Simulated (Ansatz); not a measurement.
# SiO2 (Imma) in Ansatz: band structure with PBEsol

Aim: the band structure of SiO2 with PBEsol.

Program: Ansatz 0.2.0. These are calculated values, not measurements. Logs are shortened: lines on timing, memory, paths and dates and some standing lists are left out, and cuts for length are marked.

## 1. The structure

It takes space group Imma (No. 74, orthorhombic). The conventional cell has a = 5.247 Å, b = 9.554 Å, c = 8.883 Å, α = 90.00°, β = 90.00°, γ = 90.00°. Si (site symmetry m) is surrounded by 4 O at 1.60 to 1.61 Å. O (site symmetry 2/m) has 2 Si at 1.60 Å as nearest neighbours. Around O (site symmetry 2) lie 2 Si at 1.61 Å. O (site symmetry mm2) has 2 Si at 1.61 Å as nearest neighbours.

The cell comes from a database or a generator and needn't be the stable form of this composition.

## 2. Band structure, PBEsol

The input, input.yaml:

```yaml
crystal:
  lattice:
    - [-2.62333646, 4.776753505, 4.441674725]
    - [2.62333646, -4.776753505, 4.441674725]
    - [2.62333646, 4.776753505, -4.441674725]
  atoms:
    - { symbol: Si, position: [0.26034098, 0.84494489, 0.41539609] }
    - { symbol: Si, position: [0.0704512, 0.15505511, 0.91539609] }
    - { symbol: Si, position: [0.73965902, 0.15505511, 0.58460391] }
    - { symbol: Si, position: [0.9295488, 0.84494489, 0.08460391] }
    - { symbol: O, position: [0.5, 0.0, 0.5] }
    - { symbol: O, position: [0.0, 0.0, 0.0] }
    - { symbol: O, position: [0.79317541, 0.0, 0.29317541] }
    - { symbol: O, position: [0.20682459, 0.5, 0.20682459] }
    - { symbol: O, position: [0.20682459, 0.0, 0.70682459] }
    - { symbol: O, position: [0.79317541, 0.5, 0.79317541] }
    - { symbol: O, position: [0.86931113, 0.11931113, 0.75] }
    - { symbol: O, position: [0.13068887, 0.88068887, 0.25] }
hamiltonian:
  xc: pbesol
  pseudopotentials: { kind: paw }
kpoints:
  mp_grid: { grid: [6, 6, 6] }
  band_path:
    path:
      - [[0.0, 0.0, 0.0], [0.3254019083, -0.3254019083, -0.3254019083], [0.2915581838, -0.3592456328, -0.2915581838], [0.0, -0.5, 0.0], [-0.25, -0.25, -0.25], [0.0, 0.0, -0.5], [-0.3254019083, 0.3254019083, -0.6745980917], [-0.5, 0.5, -0.5], [0.0, 0.0, 0.0], [-0.4661562755, -0.4661562755, 0.4661562755], [-0.5, 0.0, 0.0], [-0.25, -0.25, -0.25]]
      - [[-0.2915581838, -0.6407543672, 0.2915581838], [-0.4661562755, -0.4661562755, 0.4661562755]]
      - [[-0.5338437245, 0.4661562755, -0.4661562755], [-0.5, 0.5, -0.5]]
    npoints: 10
scf:
  occupations: { method: fermi_dirac, width: 0.05 }
  n_extra_bands: 30
output:
  forces: true
  stress: true
  eigenvalues: true
  fatbands: true
  write_density: true
  write_potential: true
  elf: true
  volumetric_format: npy
```

Potentials or basis: Ansatz PAW.

Started as:

```console
$ ansatz run input.yaml --threads 4 --pin off --max-ram 11264MiB --backend cpu --events-out ev --progress --plain --runs-dir out
```

Standard output:

```text
Warning: RAYON_NUM_THREADS=4 ignored (pool sized by the plan → 4); use --threads N
scf.n_extra_bands = 30 over 32 filled bands (N_el = 64.0): the run solves 62 bands
Engine: ansatz 0.2.0, aarch64-unknown-linux-gnu
Pseudopotentials: kind: paw
Pseudopotential: Si, paw, valence charge 4, recommended cutoff 420 eV (normal), Si.paw.azcp
Pseudopotential: O, paw, valence charge 6, recommended cutoff 420 eV (normal), O.paw.azcp
Functional definition: PBEsol
  exchange = pbesol_x
  correlation = pbesol_c
Crystal: 12 atoms, lattice volume = 222.635 Å³
Basis set: ecut = 420 eV, 4321 PW (Γ), exchange–correlation on 96×96×96 points (8 copies of the dense FFT grid, shifted against one another)
Bands: 62, of which v1, the nominal top of the filled ones, is band 32 counted from 1 (31 counted from 0)
Symmetry: 8 space group operations
Space group: Imma (ITA 74), of the structure as read, at distance tolerance 6.1e-5 Å
k-points: 46 of 216
Non-local potential: Si, projectors of the file, l = 0: 2, l = 1: 2, l = 2: 2
Non-local potential: O, projectors of the file, l = 0: 2, l = 1: 2, l = 2: 1
PAW form: soft (Blöchl's): semilocal exchange-correlation on the pseudo side does not see the compensation charge
PAW frozen core: Si, regenerated for the run's functional, and the local potential with it (the file was generated under x = pbe(κ = 0.804, μ = 0.2195149727645171), c = pbe(β = 0.06672455060314922))
PAW frozen core: O, regenerated for the run's functional, and the local potential with it (the file was generated under x = pbe(κ = 0.804, μ = 0.2195149727645171), c = pbe(β = 0.06672455060314922))
PAW one-centre angular grid: Si, 110 points (default); XC on 64 Gauss nodes
PAW one-centre angular grid: O, 110 points (default); XC on 64 Gauss nodes
Initial density: superposition of atomic densities (neutral atoms: chi_scale 0, normalization atom), corrected by the library's trained network
Initial wavefunctions: pseudopotential atomic-orbital guess
Functional: x = pbesol(κ = 0.804, μ = 0.12345679012345678), c = pbesol(β = 0.046)
SCF iter   1: F=—  HF=-6986.395918 eV  |F-HF|=—  |Δ(HF+E_count)|=         —  Δρ=1.02e-2  dr2=1.75e-1  ethr=1.77e-3  ⟨swp⟩=6.4  Hψ=14812  notcnv=0  defer=630
preconditioner: auto → Resta (q_TF=auto, 2.216 Å⁻¹)  ε∞=2.1  [insulator: Δε(μ)=5.422 eV  Ē_g=18.880 eV  σ=0.050 eV  W_gap=1.00  n_scr=40 (ndim 8)  ℏωp=19.9 eV  f_vac=0.376  D(μ)=0.00/eV (n_scr^D=0)  ε∞_Penn≈2.1  vacuum switching on, ρ_ref=2.6e-2 e/Å³]
SCF iter   2: F=—  HF=-6986.348772 eV  |F-HF|=—  |Δ(HF+E_count)|=   4.71e-2  Δρ=1.92e-3  dr2=3.49e-3  ethr=2.73e-4  ⟨swp⟩=2.3  Hψ=4670  notcnv=0  defer=1086
SCF iter   3: F=—  HF=-6986.348294 eV  |F-HF|=—  |Δ(HF+E_count)|=   4.79e-4  Δρ=5.46e-4  dr2=3.52e-4  ethr=5.45e-6  ⟨swp⟩=2.0  Hψ=2933  notcnv=0  defer=1086
SCF iter   4: F=—  HF=-6986.348493 eV  |F-HF|=—  |Δ(HF+E_count)|=   2.00e-4  Δρ=1.34e-4  dr2=2.67e-5  ethr=5.49e-7  ⟨swp⟩=2.0  Hψ=2765  notcnv=0  defer=1086
SCF iter   5: F=—  HF=-6986.348400 eV  |F-HF|=—  |Δ(HF+E_count)|=   9.35e-5  Δρ=3.53e-5  dr2=1.79e-6  ethr=4.16e-8  ⟨swp⟩=2.1  Hψ=3080  notcnv=0  defer=1086
SCF iter   6: F=-6986.348400 eV  HF=-6986.348400 eV  |F-HF|=1.33e-7  |Δ(HF+E_count)|=   6.21e-7  Δρ=7.73e-6  dr2=7.44e-8  ethr=1.56e-10  ⟨swp⟩=18.8  Hψ=26952  notcnv=0
SCF 1 converged in 6 iterations: F = -6986.348400 eV  dr2 = 7.44e-8
NSCF: frozen V_eff on 133 k-points
WARN: The output density's exchange-correlation potential varies sharply where the density is thin. Do not read a vacuum level from v_tot or v_xc, or from such a field of the output density. On a cell that repeats whose density bears no net charge and no dipole along the vacuum's axis use v_es (v_loc + v_h of the components); under efield.dipole_correction with no amplitude use v_es + v_field, which holds any external_charges[].barrier, or the levels of the report's work_function block, which leave it out; under a non-zero efield.amplitude the vacuum is tilted and has no level; on a cell that repeats and bears such a dipole with no correction it is tilted too, and efield.dipole_correction with no amplitude gives each side of its ramp a level where efield: is served; in a cell that repeats whose density bears a net charge (total_charge, or a fill off its count) it is curved and has none; of a slab under crystal.periodic whose density bears no net charge use v_es, which has a level on each side, short of where the two are joined; of another it falls or rises all the way out and has none; of a slab beside external_charges read slab_vacuum_level instead, which it has where they leave it neutral. The grid or the basis barely resolves most such structure, and the values can differ between equally converged runs; as a rule a tighter scf.convergence.dr2_threshold does not remove it. Where the density itself ripples (under the LDA too) a higher basis.ecutwfc lessens it. The files hold the spikes' plane waves up to the density's cutoff. Files: v_tot_of_output_density and the like, and their columns of v_z.tsv (output.write_potential); v_xc_of_output_density and the like, and their columns of v_comp_z.tsv (output.write_potential_components). Measured: with its Gaussian average of σ = 0.25 Å subtracted twice, the exchange-correlation potential is over 0.1 eV at 5132 of the grid points where the equally averaged density (valence and model cores) is under 1e-3 e/Å³, and 1.53 eV at the most among them, at an averaged density of 2.2e-4 e/Å³. The input density's (outcome.potential() and, of a run that writes arrays, v_tot and v_xc) is over 0.1 eV, so measured, at 5174 points of its own thin density, 1.42 eV at the most. See output.write_potential in the manual, Limitations
SCF converged after 6 iterations
Free energy (F): -6986.348400 eV
Harris-Foulkes:  -6986.348400 eV  (|F-HF|=1.33e-7)
Internal energy: -6986.348400 eV  (E = F + TS)
E sigma→0 (E₀):  -6986.348400 eV
Fermi energy:    2.261945 eV
--- Per-component energies (eV) ---
  E_band       = -488.378484
  E_kinetic    = 1607.748504
  E_local      = -6069.609445  (includes V_loc(G=0)·N_el)
  E_nonlocal   = 485.002438
  E_hartree    = 2368.639131
  E_xc         = -806.056456
  E_vxc        = -941.049554  (∫ρ·V_xc dr)
  E_paw        = -3225.108998  (= ΣΔE_a)
  E_vpaw       = -307.776768  (= ΣTr[D̂ρ^β])
  E_aug_tail   = 0.020934  (compensation charges beyond the density's cutoff)
  E_ewald      = -1347.393053
  E_core_change = 0.408546  (= ΣΔE_core)
  E_smearing   = -0.000000  (= −TS)
  E_closure    = -0.000000  (closes the sum)
  Σ components = -6986.348400   (vs F -6986.348400, Δ=0.00e0)
--- Forces (eV/Å), atoms counted from 1 ---
  atom   1  Si     0.00000000    -0.11950359    -0.07048042
  atom   2  Si     0.00000000    -0.11950359     0.07048042
  atom   3  Si     0.00000000     0.11950359     0.07048042
  atom   4  Si     0.00000000     0.11950359    -0.07048042
  atom   5  O      0.00000000     0.00000000    -0.00000000
  atom   6  O      0.00000000     0.00000000    -0.00000000
  atom   7  O      0.00000000    -0.19798431     0.00000000
  atom   8  O      0.00000000     0.19798431     0.00000000
  atom   9  O      0.00000000     0.19798431     0.00000000
  atom  10  O      0.00000000    -0.19798431     0.00000000
  atom  11  O      0.00000000     0.00000000    -0.16008425
  atom  12  O      0.00000000     0.00000000     0.16008425
  max |Σ_I F_I| component: 2.78e-17 eV/Å
--- Stress (GPa, compression-positive) ---
        1.632596       0.000000       0.000000
        0.000000       1.663368       0.000000
        0.000000       0.000000       1.735057
  P = ⅓ Tr σ = 1.6770 GPa (16.770 kbar)
--- Band table (eV; the first three rows and the last of 46) ---
  k-point 0: bands = ["-20.0339", "-19.1079", "-18.6453", "-18.5432", "-18.0109", "-17.9521", "-17.9398", "-17.9247", "-9.5547", "-9.1085", "-8.5219", "-6.4081", "-6.2724", "-6.2578", "-6.1830", "-5.7036", "-4.0592", "-3.7943", "-3.2185", "-3.1828", "-2.7346", "-2.7054", "-2.6601", "-2.6483", "-2.0594", "-2.0213", "-2.0156", "-1.8106", "-1.6438", "-1.3000", "-1.0026", "-0.5838", "4.9824", "8.0342", "8.1218", "8.2874", "8.6111", "8.6533", "8.9458", "9.2342", "9.3804", "9.6499", "9.8058", "10.1063", "11.0196", "11.3595", "11.4398", "11.6545", "11.7016", "11.8181", "12.0505", "12.1800", "12.4810", "12.8576", "13.1561", "13.3919", "14.6598", "14.9822", "15.0156", "15.1206", "15.3801", "15.4053"]
  k-point 1: bands = ["-19.9667", "-19.0626", "-18.8229", "-18.5226", "-18.0051", "-17.9495", "-17.9398", "-17.9258", "-9.5420", "-8.8178", "-8.5926", "-6.4064", "-6.3590", "-6.2744", "-6.1583", "-5.6874", "-4.0425", "-3.8387", "-3.3397", "-3.1213", "-2.8147", "-2.6905", "-2.6845", "-2.5833", "-2.1846", "-2.0483", "-2.0439", "-1.7466", "-1.5858", "-1.4791", "-0.9360", "-0.7463", "5.2959", "8.0241", "8.2215", "8.3656", "8.7122", "8.9283", "9.0302", "9.2769", "9.3824", "9.6342", "9.7075", "10.3355", "10.5738", "10.7707", "11.1995", "11.5752", "11.7027", "12.0813", "12.4356", "12.4943", "12.6282", "13.0198", "13.3570", "13.4017", "14.4535", "14.6736", "14.7695", "15.1992", "15.1995", "15.5516"]
  k-point 2: bands = ["-19.7739", "-19.1412", "-18.9376", "-18.6055", "-17.9915", "-17.9639", "-17.9277", "-17.9272", "-9.3781", "-8.7968", "-8.1784", "-6.8052", "-6.2753", "-6.2670", "-6.0663", "-5.7246", "-4.0249", "-3.9513", "-3.4023", "-3.1312", "-2.9995", "-2.7654", "-2.6192", "-2.4031", "-2.2924", "-2.1736", "-2.0169", "-1.8963", "-1.8202", "-1.2519", "-1.1047", "-0.8843", "6.1188", "8.0119", "8.3753", "8.4113", "8.5707", "8.7250", "9.3027", "9.4557", "9.7474", "9.9028", "10.0752", "10.0808", "10.1237", "10.5469", "11.1947", "11.2860", "11.9264", "12.1489", "12.3025", "12.4440", "12.9661", "13.1515", "13.6192", "13.7958", "13.9906", "14.5186", "14.6694", "15.1523", "15.1759", "15.4232"]
  k-point 45: bands = ["-19.6379", "-19.5890", "-19.1197", "-17.9634", "-17.9559", "-17.9490", "-17.9451", "-17.9287", "-10.5497", "-8.3193", "-7.3626", "-7.3229", "-6.5400", "-6.0821", "-5.8791", "-5.8603", "-3.9096", "-3.7898", "-3.4870", "-3.3824", "-2.9268", "-2.7638", "-2.6352", "-2.5193", "-2.3673", "-2.3100", "-2.1722", "-1.9324", "-1.1429", "-0.8182", "-0.7865", "-0.6075", "6.9224", "6.9367", "7.2978", "7.3529", "8.1682", "8.4073", "8.4314", "9.6979", "9.7984", "9.8194", "10.4105", "10.4298", "10.6916", "10.9030", "10.9517", "11.0401", "11.4781", "11.9452", "12.7298", "13.3697", "13.3875", "13.6922", "13.9241", "14.3203", "14.4005", "14.5986", "14.6529", "14.7224", "14.7305", "14.8742"]
```

Wall time 41 s (4 threads of Arm Neoverse V1, shared host); peak memory 1.3 GiB.

Results:

- Free energy: -6986.3484 eV
- Pressure: 1.7 GPa
- Largest force: 0.198 eV/Å
- Band gap on the k mesh: 5.57 eV, direct
- Band gap along the path: 5.57 eV, direct

Forces on the atoms (eV/Å):
```
Si   0.000 -0.120 -0.070
Si   0.000 -0.120  0.070
Si   0.000  0.120  0.070
Si   0.000  0.120 -0.070
O    0.000  0.000  0.000
O    0.000  0.000  0.000
O    0.000 -0.198  0.000
O    0.000  0.198  0.000
O    0.000  0.198  0.000
O    0.000 -0.198  0.000
O    0.000  0.000 -0.160
O    0.000  0.000  0.160
```

Stress tensor (GPa, compression positive):
```
1.63 0.00 0.00
0.00 1.66 0.00
0.00 0.00 1.74
```

Levels at the corners of the path, in eV from the valence-band top:
```
point  band 29  band 30  band 31  band 32  band 33  band 34  band 35  band 36
    Γ    -1.06    -0.72    -0.42     0.00     5.57     8.62     8.71     8.87
    X    -1.20    -0.59    -0.47    -0.18     8.14     8.28     8.33     8.48
    L    -1.19    -0.59    -0.47    -0.18     8.14     8.28     8.31     8.36
    T    -0.89    -0.84    -0.73    -0.20     7.68     7.95     8.49     8.57
    W    -0.87    -0.87    -0.41    -0.41     8.05     8.05     8.20     8.20
    R    -0.97    -0.97    -0.39    -0.39     7.78     7.78     9.00     9.00
   X1    -1.20    -0.59    -0.47    -0.18     8.14     8.28     8.33     8.48
    Z    -0.56    -0.23    -0.20    -0.02     7.51     7.52     7.88     7.94
    Γ    -1.06    -0.72    -0.42     0.00     5.57     8.62     8.71     8.87
    Y    -0.56    -0.24    -0.20    -0.03     7.45     7.53     7.80     8.07
    S    -0.55    -0.53    -0.31    -0.14     6.55     7.06     8.56     9.07
    W    -0.87    -0.87    -0.41    -0.41     8.05     8.05     8.20     8.20
   L1    -1.19    -0.59    -0.47    -0.18     8.14     8.28     8.31     8.36
    Y    -0.56    -0.24    -0.20    -0.03     7.45     7.53     7.80     8.07
   Y1    -0.56    -0.24    -0.20    -0.03     7.45     7.53     7.80     8.07
    Z    -0.56    -0.23    -0.20    -0.02     7.51     7.52     7.88     7.94
```

Caveat: the pressure holds a Pulay correction of +0.4 GPa for the finite cutoff; the PAW data sets come from PBE, with cores solved anew for the run's functional, which leaves a small shift of forces and pressure. PBEsol gaps usually lie below the measured ones, often by a third to a half.
